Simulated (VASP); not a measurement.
# A vacancy on the O site in HfO2, part 4 of 6

Wanted: what a vacancy on the O site costs in HfO2 and how the lattice relaxes round it. The start is a cell from a database of measured crystal structures.

VASP 6.6.1, plane waves and PAW; the level of theory is named at each step.

So far. Step 3 (Relax the host again, on a new basis): The start already met the threshold, so nothing moved. Step 5 (The perfect supercell): The perfect cell has a gap of 3.72 eV on this mesh, with its valence-band top at 4.643 eV, and charged states follow.

## Step 6: Relaxing the atoms

This step: PBEsol, spin-polarised, with small moments to start from; plane waves and PAW (O) (VASP 6.6.1).

System of this step: O2. The cell holds 2 atoms: 2 O. Cell: a = 11.000 Å, b = 11.500 Å, c = 14.000 Å, α = 90.0°, β = 90.0°, γ = 90.0°. Vacuum lies along a, b and c.

The reference for O is the O2 molecule, relaxed in a box at the cutoff of the large cell.

Input file INCAR:

```
SYSTEM = O
PREC = Normal
ENCUT = 400
EDIFF = 1E-05
NELM = 120
ISMEAR = 0
SIGMA = 0.01
LREAL = Auto
ALGO = Fast
GGA = PS
NBANDS = 15
ISPIN = 2
MAGMOM = 1 1
LORBIT = 11
LWAVE = .FALSE.
LCHARG = .FALSE.
IBRION = 2
NSW = 20
ISIF = 2
EDIFFG = -0.03
POTIM = 0.4
MAXMIX = 40
ISYM = 0
```

Input file POSCAR:

```
O
1.0
   11.0000000000      0.0000000000      0.0000000000
    0.0000000000     11.5000000000      0.0000000000
    0.0000000000      0.0000000000     14.0000000000
O
2
Direct
    0.5000000000      0.5000000000      0.4567857100
    0.5000000000      0.5000000000      0.5432142900
```

Input file KPOINTS:

```
Automatic mesh
0
Gamma
1 1 1
0 0 0
```

The projector-augmented-wave data sets are O (PBE family, release 64).

Run with:

```bash
> export OMP_NUM_THREADS=5
> mpirun -np 1 vasp_gam
```

The log of the run:

```text
[banner, memory and clock lines left out]
running    1 mpi-ranks, on    1 nodes
 distrk:  each k-point on    1 cores,    1 groups
 distr:  one band on    1 cores,    1 groups
 Offloading initialized ...    1 GPUs detected
 POSCAR found type information on POSCAR O
 POSCAR found :  1 types and       2 ions
|                                                                             |
|               ----> ADVICE to this user running VASP <----                  |
|                                                                             |
|     You have a (more or less) 'small supercell' and for smaller cells       |
|     it is recommended to use the reciprocal-space projection scheme!        |
|     The real-space optimization is not efficient for small cells and it     |
|     is also less accurate ...                                               |
|     Therefore, set LREAL=.FALSE. in the INCAR file.                         |
|                                                                             |

 [... a notice as in an earlier step ...]

 LDA part: xc-table for (Slater+PW92), standard interpolation
 POSCAR, INCAR and KPOINTS ok, starting setup
 FFT: planning ... GRIDC
 FFT: planning ... GRID_SOFT
 FFT: planning ... GRID
 WAVECAR not read
 entering main loop
       N       E                     dE             d eps       ncg     rms          rms(c)
DAV:   1     0.134550214291E+03    0.13455E+03   -0.23658E+03    76   0.335E+02
DAV:   2     0.326809733810E+02   -0.10187E+03   -0.98629E+02   113   0.731E+01
DAV:   3    -0.627867609965E+01   -0.38960E+02   -0.38782E+02    88   0.715E+01
DAV:   4    -0.101611946345E+02   -0.38825E+01   -0.23462E+01    60   0.216E+01
DAV:   5    -0.102202136498E+02   -0.59019E-01   -0.59019E-01   104   0.256E+00    0.641E+00
RMM:   6    -0.985934118092E+01    0.36087E+00   -0.89806E-01    60   0.626E+00    0.309E+00
RMM:   7    -0.102210995294E+02   -0.36176E+00   -0.18245E-01    60   0.292E+00    0.156E+00
RMM:   8    -0.102252832560E+02   -0.41837E-02   -0.17179E-01    60   0.241E+00    0.390E-01
RMM:   9    -0.102373364439E+02   -0.12053E-01   -0.14334E-02    60   0.780E-01    0.232E-01
RMM:  10    -0.102390893261E+02   -0.17529E-02   -0.42862E-03    60   0.430E-01    0.814E-02
RMM:  11    -0.102392252826E+02   -0.13596E-03   -0.69312E-04    62   0.140E-01    0.257E-02
RMM:  12    -0.102393481746E+02   -0.12289E-03   -0.24969E-04    60   0.816E-02    0.194E-02
RMM:  13    -0.102394764715E+02   -0.12830E-03   -0.62847E-05    60   0.396E-02    0.832E-03
RMM:  14    -0.102395167866E+02   -0.40315E-04   -0.13453E-05    51   0.219E-02    0.516E-03
RMM:  15    -0.102396323833E+02   -0.11560E-03   -0.82555E-06    49   0.142E-02    0.352E-03
RMM:  16    -0.102396925796E+02   -0.60196E-04   -0.37639E-06    47   0.813E-03    0.227E-03
RMM:  17    -0.102397654319E+02   -0.72852E-04   -0.63226E-06    48   0.111E-02    0.286E-03
RMM:  18    -0.102398009133E+02   -0.35481E-04   -0.25568E-06    46   0.598E-03    0.134E-03
RMM:  19    -0.102398127816E+02   -0.11868E-04   -0.10262E-06    43   0.408E-03    0.764E-04
RMM:  20    -0.102398277297E+02   -0.14948E-04   -0.11071E-06    47   0.470E-03    0.894E-04
RMM:  21    -0.102398430365E+02   -0.15307E-04   -0.51137E-07    38   0.297E-03    0.480E-04
RMM:  22    -0.102398522373E+02   -0.92009E-05   -0.71795E-07    41   0.356E-03
   1 F= -.10239852E+02 E0= -.10239852E+02  d E =-.102399E+02  mag=     2.0000
 curvature:   0.00 expect dE= 0.000E+00 dE for cont linesearch  0.000E+00
 trial: gam= 0.00000 g(F)=  0.167E+00 g(S)=  0.000E+00 ort = 0.000E+00 (trialstep = 0.100E+01)
 search vector abs. value=  0.167E+00
 bond charge predicted
       N       E                     dE             d eps       ncg     rms          rms(c)
DAV:   1    -0.995705703070E+01    0.28279E+00   -0.39312E+01    81   0.407E+01    0.241E+00
RMM:   2    -0.991807888606E+01    0.38978E-01   -0.54313E-01    60   0.517E+00    0.570E-01
RMM:   3    -0.996787832565E+01   -0.49799E-01   -0.40763E-02    60   0.150E+00    0.331E-01
RMM:   4    -0.997267883869E+01   -0.48005E-02   -0.12303E-02    60   0.761E-01    0.143E-01
RMM:   5    -0.997680071882E+01   -0.41219E-02   -0.20747E-03    60   0.292E-01    0.642E-02
RMM:   6    -0.997817223993E+01   -0.13715E-02   -0.49226E-04    60   0.135E-01    0.250E-02
RMM:   7    -0.997897812058E+01   -0.80588E-03   -0.11550E-04    61   0.560E-02    0.147E-02
RMM:   8    -0.997957232094E+01   -0.59420E-03   -0.93331E-05    59   0.510E-02    0.815E-03
RMM:   9    -0.997966453665E+01   -0.92216E-04   -0.16299E-05    53   0.227E-02    0.921E-03
RMM:  10    -0.997974208856E+01   -0.77552E-04   -0.78420E-06    48   0.157E-02    0.232E-03
RMM:  11    -0.997978085732E+01   -0.38769E-04   -0.38156E-06    48   0.935E-03    0.285E-03
RMM:  12    -0.997979333140E+01   -0.12474E-04   -0.15642E-06    46   0.585E-03    0.958E-04
RMM:  13    -0.997980640294E+01   -0.13072E-04   -0.92669E-07    47   0.512E-03    0.118E-03
RMM:  14    -0.997981203762E+01   -0.56347E-05   -0.21553E-07    40   0.295E-03
   2 F= -.99798120E+01 E0= -.99798120E+01  d E =0.260040E+00  mag=     2.0000
[...]
3 F= -.10252978E+02 E0= -.10252978E+02  d E =-.131261E-01  mag=     2.0000
 curvature:  -0.11 expect dE=-0.798E-05 dE for cont linesearch -0.798E-05
 ZBRENT: interpolating
 opt :   0.1616  next Energy=   -10.252984 (dE=-0.131E-01)
 bond charge predicted
       N       E                     dE             d eps       ncg     rms          rms(c)
DAV:   1    -0.102529873375E+02   -0.11331E-04   -0.46554E-04    81   0.142E-01    0.693E-03
RMM:   2    -0.102529893596E+02   -0.20221E-05   -0.69832E-06    46   0.182E-02
   4 F= -.10252989E+02 E0= -.10252989E+02  d E =-.131371E-01  mag=     2.0000
 curvature:  -0.08 expect dE=-0.169E-06 dE for cont linesearch -0.169E-06
 trial: gam= 0.00000 g(F)=  0.209E-05 g(S)=  0.000E+00 ort =-0.590E-03 (trialstep = 0.832E+00)
 search vector abs. value=  0.209E-05
 reached required accuracy - stopping structural energy minimisation
```

It took 27 s on 1 × NVIDIA H100 80GB HBM3, 81559 MiB with 1 MPI rank of AMD EPYC 7R13 (Zen 3), card shared with another run, shared host; peak memory 2 GiB.

From OUTCAR (step 6):

```text
   k-points           NKPTS =      1   k-points in BZ     NKDIM =      1   number of bands    NBANDS=     15

   ENCUT  =  400.0 eV  29.40 Ry    5.42 a.u.  17.94 18.75 22.83*2*pi/ulx,y,z

   NELECT =      12.0000    total number of electrons

 E-fermi :  -6.7944

 spin component 1
 k-point     1 :       0.0000    0.0000    0.0000
  band No.  band energies     occupation
    ...
      3     -13.4567      1.00000
      4     -13.3143      1.00000
      5     -13.3127      1.00000
      6      -6.8543      1.00000
      7      -6.8525      1.00000
      8      -0.2459      0.00000
      9       0.4523      0.00000
     10       0.5474      0.00000
     11       0.8803      0.00000
     12       0.9690      0.00000
    ...

 spin component 2
 k-point     1 :       0.0000    0.0000    0.0000
  band No.  band energies     occupation
      1     -31.3466      1.00000
      2     -18.6847      1.00000
      3     -12.4023      1.00000
      4     -11.4953      1.00000
      5     -11.4943      1.00000
      6      -4.6213      0.00000
      7      -4.6202      0.00000
      8      -0.1469      0.00000
      9       0.5909      0.00000
     10       0.5966      0.00000
    ...

  Total       -1.5782733     -1.5401063     -1.2106420      0.0000002      0.0000001      0.0000004
  in kB       -1.4278225     -1.3932938     -1.0952362      0.0000002      0.0000001      0.0000004
  external PRESSURE =      -1.3054508 kB  Pullay stress =       0.0000000 kB

 POSITION                                       TOTAL-FORCE (eV/Angst)
 -----------------------------------------------------------------------------------
      5.50000      5.75000      6.38583        -0.000001      0.000002      0.005201
      5.50000      5.75000      7.61417         0.000001     -0.000002     -0.005201
 -----------------------------------------------------------------------------------
    total drift:                               -0.000014      0.000001     -0.000028

  FREE ENERGIE OF THE ION-ELECTRON SYSTEM (eV)
  ---------------------------------------------------
  free  energy   TOTEN  =       -10.2529893596 eV

  energy  without entropy=      -10.2529893596  energy(sigma->0) =      -10.25298936

 magnetization (x)
# of ion       s       p       d       tot
------------------------------------------
    1        0.009   0.804   0.000   0.813
    2        0.009   0.804   0.000   0.813
--------------------------------------------------
tot          0.018   1.608   0.000   1.626

[... 2 parts as in an earlier step ...]

[... 6 further parts left out ...]
```

CONTCAR:

```
O
    1.000000000000000
    11.0000000000000000    0.0000000000000000    0.0000000000000000
     0.0000000000000000   11.5000000000000000    0.0000000000000000
     0.0000000000000000    0.0000000000000000   14.0000000000000000
  O
     2
Direct
     0.4999999985512891    0.5000000023392512    0.4561306006063664
     0.5000000014487110    0.4999999976607487    0.5438693993936335
```

Step by step:

| step | energy less that of the first step (eV) | largest force (eV/Å) |
| --- | --- | --- |
| 1 | 0.0000 | 1.4708 |
| 2 | 0.2600 | 5.1247 |
| 3 | -0.0131 | 0.0305 |
| 4 | -0.0131 | 0.0052 |

Final coordinates:

```xyz
2
Lattice="11.0000 0.0000 0.0000 0.0000 11.5000 0.0000 0.0000 0.0000 14.0000" Properties=species:S:1:pos:R:3
O     5.5000    5.7500    6.3858
O     5.5000    5.7500    7.6142
```

Numbers from this step:

```
electronic cycles                                     : 49
electrons                                             : 12
free energy (TOTEN)                                   : -10.25 eV
moment of the cell, from the last line of the log     : 2 μB
gap between the highest filled and lowest empty level : 2.231 eV
```

Spin moment in the PAW sphere by atom:

| atom | spin moment in the PAW sphere (μB) |
| --- | --- |
| O1 | 0.813 |
| O2 | 0.813 |

The run ended after 4 ionic steps, 0.013 eV below its first step, once the forces on the free atoms met EDIFFG = -0.03.

Energy at zero smearing: -10.25299 eV.

## Step 7: Reference Hf

This step: PBEsol; plane waves and PAW (Hf) (VASP 6.6.1).

System of this step: Hf. The structure is hexagonal, space group P6_3/mmc (No. 194). Conventional cell: a = 3.200 Å, b = 3.200 Å, c = 5.062 Å, α = 90.00°, β = 90.00°, γ = 120.00°. Nearest to Hf lie 12 Hf at 3.13 to 3.20 Å.

Hf is not exchanged here; its energy serves the host's formation enthalpy.

Input file INCAR:

```
SYSTEM = Hf
PREC = Normal
ENCUT = 400
EDIFF = 1E-05
NELM = 120
ISMEAR = 1
SIGMA = 0.1
LREAL = Auto
ALGO = Fast
GGA = PS
NBANDS = 10
LASPH = .TRUE.
LORBIT = 11
LWAVE = .FALSE.
LCHARG = .FALSE.
IBRION = 2
NSW = 25
ISIF = 3
EDIFFG = -0.02
POTIM = 0.4
```

Input file POSCAR:

```
Hf
1.0
    3.2000000000      0.0000000000      0.0000000000
   -1.6000000000      2.7712812921      0.0000000000
    0.0000000000      0.0000000000      5.0624000000
Hf
2
Direct
    0.0000000000      0.0000000000      0.0000000000
    0.3333333333      0.6666666667      0.5000000000
```

Input file KPOINTS:

```
Automatic mesh
0
Gamma
10 10 5
0 0 0
```

Potentials, in the order of the species: Hf (PBE family, release 64).

Run with:

```bash
> export OMP_NUM_THREADS=5
> mpirun -np 1 vasp_std
```

The log of the run:

```text
[banner, memory and clock lines left out]
running    1 mpi-ranks, on    1 nodes
 distrk:  each k-point on    1 cores,    1 groups
 distr:  one band on    1 cores,    1 groups
 Offloading initialized ...    1 GPUs detected
 POSCAR found type information on POSCAR Hf
 POSCAR found :  1 types and       2 ions
 [... a notice as in an earlier step ...]

 [... a notice as in an earlier step ...]

 LDA part: xc-table for (Slater+PW92), standard interpolation
 POSCAR, INCAR and KPOINTS ok, starting setup
 FFT: planning ... GRIDC
 FFT: planning ... GRID_SOFT
 FFT: planning ... GRID
 WAVECAR not read
 entering main loop
       N       E                     dE             d eps       ncg     rms          rms(c)
DAV:   1    -0.503610364620E+01   -0.50361E+01   -0.25088E+03   840   0.496E+02
DAV:   2    -0.213316836989E+02   -0.16296E+02   -0.15788E+02  1358   0.714E+01
DAV:   3    -0.218701411659E+02   -0.53846E+00   -0.53264E+00  1214   0.113E+01
DAV:   4    -0.218743739916E+02   -0.42328E-02   -0.42299E-02  1284   0.103E+00
DAV:   5    -0.218743847719E+02   -0.10780E-04   -0.10778E-04  1186   0.475E-02    0.127E+01
RMM:   6    -0.213289243405E+02    0.54546E+00   -0.22051E-01   840   0.263E+00    0.654E+00
RMM:   7    -0.210428088342E+02    0.28612E+00   -0.54076E-01   847   0.384E+00    0.797E-01
RMM:   8    -0.210462375662E+02   -0.34287E-02   -0.46404E-02   841   0.115E+00    0.405E-01
RMM:   9    -0.210469228148E+02   -0.68525E-03   -0.19489E-02   855   0.696E-01    0.140E-01
RMM:  10    -0.210473265373E+02   -0.40372E-03   -0.30110E-03   840   0.273E-01    0.170E-01
RMM:  11    -0.210473269119E+02   -0.37458E-06   -0.15360E-03   881   0.163E-01    0.247E-02
RMM:  12    -0.210473481100E+02   -0.21198E-04   -0.21101E-04   841   0.561E-02    0.143E-02
RMM:  13    -0.210473528648E+02   -0.47548E-05   -0.53296E-05   735   0.301E-02
   1 F= -.21047353E+02 E0= -.21047559E+02  d E =-.210474E+02
 curvature:   0.00 expect dE= 0.000E+00 dE for cont linesearch  0.000E+00
 trial: gam= 0.00000 g(F)=  0.119E-48 g(S)=  0.128E+00 ort = 0.000E+00 (trialstep = 0.100E+01)
 search vector abs. value=  0.128E+00
 bond charge predicted
       N       E                     dE             d eps       ncg     rms          rms(c)
DAV:   1    -0.210721382383E+02   -0.24790E-01   -0.19743E+00   844   0.104E+01    0.263E+00
RMM:   2    -0.210643709488E+02    0.77673E-02   -0.78350E-03   840   0.673E-01    0.145E+00
RMM:   3    -0.210601478368E+02    0.42231E-02   -0.51034E-03   840   0.374E-01    0.241E-02
RMM:   4    -0.210601987482E+02   -0.50911E-04   -0.44186E-04   848   0.121E-01    0.166E-02
RMM:   5    -0.210602133580E+02   -0.14610E-04   -0.94363E-05   814   0.442E-02    0.131E-02
RMM:   6    -0.210602155144E+02   -0.21564E-05   -0.15601E-05   653   0.192E-02
   2 F= -.21060216E+02 E0= -.21060496E+02  d E =-.128626E-01
[...]
3 F= -.21084068E+02 E0= -.21084131E+02  d E =-.367151E-01
 curvature:  -0.26 expect dE=-0.303E-04 dE for cont linesearch -0.207E-04
 ZBRENT: interpolating
 opt :   0.5501  next Energy=   -21.084089 (dE=-0.367E-01)
 bond charge predicted
       N       E                     dE             d eps       ncg     rms          rms(c)
DAV:   1    -0.210841018644E+02   -0.36905E-04   -0.38494E-04  1090   0.140E-01    0.411E-02
RMM:   2    -0.210840994921E+02    0.23723E-05   -0.21148E-06   487   0.969E-03
   4 F= -.21084099E+02 E0= -.21084159E+02  d E =-.367466E-01
 curvature:  -0.28 expect dE=-0.121E-04 dE for cont linesearch -0.252E-05
 trial: gam= 0.00000 g(F)=  0.572E-47 g(S)=  0.441E-04 ort =-0.108E-02 (trialstep = 0.910E+00)
 search vector abs. value=  0.441E-04
 reached required accuracy - stopping structural energy minimisation
```

Elapsed: 1.9 min, on 1 × NVIDIA H100 80GB HBM3, 81559 MiB with 1 MPI rank; peak memory 1.6 GiB.

Parts of OUTCAR (step 7):

```text
   k-points           NKPTS =     42   k-points in BZ     NKDIM =     42   number of bands    NBANDS=     10

   ENCUT  =  400.0 eV  29.40 Ry    5.42 a.u.   5.22  5.22  8.26*2*pi/ulx,y,z

   NELECT =       8.0000    total number of electrons

 E-fermi :   5.3787

 k-point     1 :       0.0000    0.0000    0.0000
  band No.  band energies     occupation
      1      -2.1141      2.00000
      2       1.5729      2.00000
      3       6.2602     -0.00000
      4       6.5949     -0.00000
      5       6.5949     -0.00000
      6       6.9226     -0.00000
      7       7.4730      0.00000
    ...

  Total        0.0310910      0.0310910     -0.0187643      0.0000000      0.0000000      0.0000000
  in kB        1.1636537      1.1636537     -0.7022992      0.0000000      0.0000000      0.0000000
  external PRESSURE =       0.5416694 kB  Pullay stress =       0.0000000 kB

 POSITION                                       TOTAL-FORCE (eV/Angst)
 -----------------------------------------------------------------------------------
      0.00000      0.00000      0.00000        -0.000000     -0.000000     -0.000000
     -0.00000      1.82007      2.48694         0.000000      0.000000      0.000000
 -----------------------------------------------------------------------------------
    total drift:                                0.000000     -0.000000      0.000000

  FREE ENERGIE OF THE ION-ELECTRON SYSTEM (eV)
  ---------------------------------------------------
  free  energy   TOTEN  =       -21.0840994921 eV

  energy  without entropy=      -21.0842772049  energy(sigma->0) =      -21.08415873

[... 1 part as in an earlier step ...]

[... 15 further parts left out ...]
```

The k-mesh is coarse for a metal. The run keeps the 24 symmetry operations of its start, so it cannot find a distortion of lower symmetry.

Relaxation path:

| step | energy less that of the first step (eV) | largest force (eV/Å) | pressure (GPa) | volume (Å³) |
| --- | --- | --- | --- | --- |
| 1 | 0.0000 | 0.0000 | -5.29 | 44.89 |
| 2 | -0.0129 | 0.0000 | 5.11 | 41.15 |
| 3 | -0.0367 | 0.0000 | 0.14 | 42.76 |
| 4 | -0.0367 | 0.0000 | 0.05 | 42.81 |

| conventional cell, symmetrised | before | after | change |
| --- | --- | --- | --- |
| a (Å) | 3.200 | 3.152 | -1.5 % |
| b (Å) | 3.200 | 3.152 | -1.5 % |
| c (Å) | 5.062 | 4.974 | -1.7 % |
| volume (Å³/atom) | 22.45 | 21.40 | -4.6 % |

The relaxed structure:

```
Hf
1.0
     3.15245    0.00000    0.00000
    -1.57622    2.73010    0.00000
     0.00000    0.00000    4.97387
Hf
2
Direct
  0.00000 0.00000 0.00000
  0.33333 0.66667 0.50000
```

This step gave:

```
electronic cycles                               : 26
electrons                                       : 8
free energy (TOTEN)                             : -21.08 eV
energy at zero smearing                         : -21.08 eV
Fermi energy                                    : 5.379 eV
labelled metallic, from the levels on this mesh : yes
```

The run ended after 4 ionic steps, 0.037 eV below its first step, once forces and stress met EDIFFG = -0.02.

Energy at zero smearing: -21.08416 eV.

[end of part 4 of 6]

[Lines on the potential files, build, host, timing and source positions are cut from VASP's logs without a mark.]

[Logs are printed without paths, hosts, clocks, repeated set-up lines and the standing remarks that a program may print on its own settings, such as how far it seeks lower states.]

[Hosts, paths, dates, database ids (printed as entryN), source tags and the programs' standing remarks are cut or masked in the printed files.]

[In band tables of VASP the shares of atoms and orbitals are scaled to a sum of 1 inside the atoms' spheres.]

[Runs that stopped without an error message from VASP are left out.]
